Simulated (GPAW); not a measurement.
Runs of GPAW 26.7.0 on TaN. The structure is cubic, space group F-43m (No. 216). The conventional cell has a = 4.982 Å, b = 4.982 Å, c = 4.982 Å, α = 90.00°, β = 90.00°, γ = 90.00°. Ta (site symmetry -43m) is surrounded by 4 N at 2.16 Å. N (site symmetry -43m) has 4 Ta at 2.16 Å as nearest neighbours. The cell comes from a database or a generator and needn't be the stable form of this composition.

```csv
task,level,potentials or basis,spin,U,fixed moment (μB),cutoff (eV),maxiter,start of the occupation matrix,cycles with the matrix held,convergence,symmetry,gap on the mesh (eV),pressure (GPa),moment (μB)
single point,PBEsol,"PAW data sets generated in the run's folder for this functional, pw","collinear, ferromagnetic start",-,-,800,150,-,-,-,-,none,-30.9,0.00
single point from a typed occupation,PBEsol+U,"PAW data sets generated in the run's folder for this functional, pw","collinear, zero start",Ta d U = 6 eV,-,600,120,low_spin_xy_yz_xz_first,8,density=0.0001 energy=1e-05,point_group=False,none,-25.2,0.00
single point,r2SCAN+U,"GPAW PAW data sets (gpaw-data 1.2.1), pw",off,Ta d U = 3 eV,-,800,150,-,-,-,-,none,-25.5,-
single point from a typed occupation,PBEsol+U,"PAW data sets generated in the run's folder for this functional, pw","collinear, ferromagnetic start",Ta d U = 10 eV,-,600,120,atoms,-,density=0.0001 energy=1e-05,-,(a),22.1,2.00
single point,PBEsol+U,"PAW data sets generated in the run's folder for this functional, pw","collinear, ferromagnetic start",Ta d U = 4 eV,-,800,150,-,-,-,-,none,-25.2,0.30
single point,r2SCAN+U,"GPAW PAW data sets (gpaw-data 1.2.1), pw",off,Ta d U = 5 eV,-,800,150,-,-,-,-,none,-21.2,-
single point from a typed occupation,r2SCAN+U,"GPAW PAW data sets (gpaw-data 1.2.1), pw",off,Ta d U = 4 eV,-,600,120,atoms,-,density=0.0001 energy=1e-05,-,none,-27.1,-
single point from a typed occupation,PBEsol+U,"PAW data sets generated in the run's folder for this functional, pw","collinear, ferromagnetic start",Ta d U = 6 eV,2.0,600,120,atoms,-,density=0.0001 energy=1e-05,-,-,(b),2.00
single point from a typed occupation,r2SCAN+U,"GPAW PAW data sets (gpaw-data 1.2.1), pw","collinear, ferromagnetic start",Ta d U = 4 eV,-,600,120,atoms,-,density=0.0001 energy=1e-05,-,none,-27.6,0.30
```

Alike in all rows: cell as given; k mesh 7 × 7 × 7; smearing gaussian 0.05 eV.

Problem. Estimate the missing entries.

Solution. (a) 0.99; (b) 4.5.

Caveats: the cutoff is short for stress and forces, so pressures can be off by a GPa or more (some runs); the PAW data sets were made with another functional, which shifts forces and pressure a little (some runs); U without spin polarisation on a metal has little footing (some runs); a pressure of tens of GPa on the cell as given is suspect, and the run, the potentials or the cell itself is likely at fault (some runs); the occupation matrix was held by a function in the script for the first cycles and then freed (some runs); the end state hangs on it (some runs); spin-orbit coupling is left out, which moves the levels of the heavy elements (some runs).

A k mesh can miss the band edges, and the runs leave out spin-orbit coupling on Ta.

A gap of «none» marks a metal or a gap under the smearing width.
